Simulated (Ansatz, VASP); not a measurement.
## One calculation of Mo, two programs

INCAR

```
SYSTEM = Mo
PREC = Accurate
ENCUT = 600
EDIFF = 1E-6
ISMEAR = 0
SIGMA = 0.1
LREAL = .False.
LASPH = .True.
NELM = 100
ALGO = Normal
ISIF = 3
LWAVE = .False.
LCHARG = .False.
GGA = PE
IBRION = 2
NSW = 100
EDIFFG = -0.01
```

Contents of KPOINTS:

```
Automatic mesh
0
Gamma
  22 22 22
  0 0 0
```

Contents of POSCAR:

```
Mo
1.0
   -1.3464155804      1.3464155804      2.2223273226
    1.3464155804     -1.3464155804      2.2223273226
    1.3464155804      1.3464155804     -2.2223273226
Mo
1
Direct
    0.0000000000      0.0000000000      0.0000000000
```

Input for Ansatz:

```yaml
crystal:
  lattice:
    - [-1.3464155804, 1.3464155804, 2.2223273226]
    - [1.3464155804, -1.3464155804, 2.2223273226]
    - [1.3464155804, 1.3464155804, -2.2223273226]
  atoms:
    - { symbol: Mo, position: [0.0, 0.0, 0.0] }
basis:
  ecutwfc: 420
kpoints:
  mp_grid: { grid: [22, 22, 22] }
hamiltonian:
  xc: pbe
scf:
  occupations: { method: gaussian, width: 0.1 }
output:
  forces: true
  stress: true
  eigenvalues: true
relax:
  adjacent_minimum: "off"
  f_tol: 0.01
  max_steps: 80
  cell: { stress_tol: 0.05 }
```

Alike in both runs: task relaxation of cell and atoms; functional PBE; k mesh 22 × 22 × 22; occupations gaussian, width 0.1 eV; no spin polarisation.

```csv
,VASP,Ansatz
version,VASP 6.6.1,Ansatz 0.2.0
potentials or method,"VASP PAW PBE potentials, release 64 (Mo_sv)","scalar-relativistic, plane waves, PAW"
plane-wave cutoff (eV),600,420
valence electrons in the cell,14,14
```

|  | VASP | Ansatz | Ansatz less VASP |
| --- | --- | --- | --- |
| gap on the k mesh at the Fermi level, each at its own relaxed structure (eV) | none | none | - |
| relaxed volume (Å³/atom) | 16.17 | 16.14 | -0.029 |
| relaxed cell length with the largest relative difference (Å) | 2.981 | 2.979 | -0.0016 |
| energy change over the relaxation (meV/atom) | -19 | -20 | -0.5 |

A gap of «none» marks a metal or a gap that the smearing closes.
